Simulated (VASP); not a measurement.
# AlRu under changes of volume

One of the cells (13.161 Å³/atom); the others are scaled copies at fixed shape and fractional positions:

```xyz
2
Lattice="2.9747 0.0000 0.0000 0.0000 2.9747 0.0000 0.0000 0.0000 2.9747" Properties=species:S:1:pos:R:3 pbc="T T T"
Ru    1.4873    1.4873    1.4873
Al    0.0000    0.0000    0.0000
```

| Property | Result |
| --- | --- |
| Program | VASP 6.6.1 |
| Functional | PBE |
| Dispersion | D3(BJ) |
| Potentials or basis | VASP PAW PBE potentials, release 64 (Ru_pv, Al) |
| Cutoff | 520 eV |
| k mesh | 8 × 8 × 8 |
| Occupations | fermi-dirac, width 0.05 eV |
| Spin | no spin polarisation |

```csv
volume (Å³/atom),energy over the lowest point (meV/atom),pressure (GPa)
12.634,15.67,9.9
12.898,3.83,4.7
13.161,0.00,0.1
13.424,3.37,-4.0
13.687,?,?
```

Task: What does the run at 13.687 Å³/atom give?

Result: Energy over the lowest point 13.18 meV/atom; pressure -7.7 GPa.

Worked out: A Birch-Murnaghan fit of order 2 (a polynomial in V^(-2/3)) to the other rows has its minimum at 13.17 Å³/atom with B0 = V·E''(V) = 219 GPa. It gives 13.25 meV/atom at 13.687 Å³/atom, against the run's 13.18, and -dE/dV = -7.9 GPa, against -7.7.

Energies are extrapolated to zero smearing.

Caveats: pairwise dispersion overbinds metals, which lowers pressure and volume.
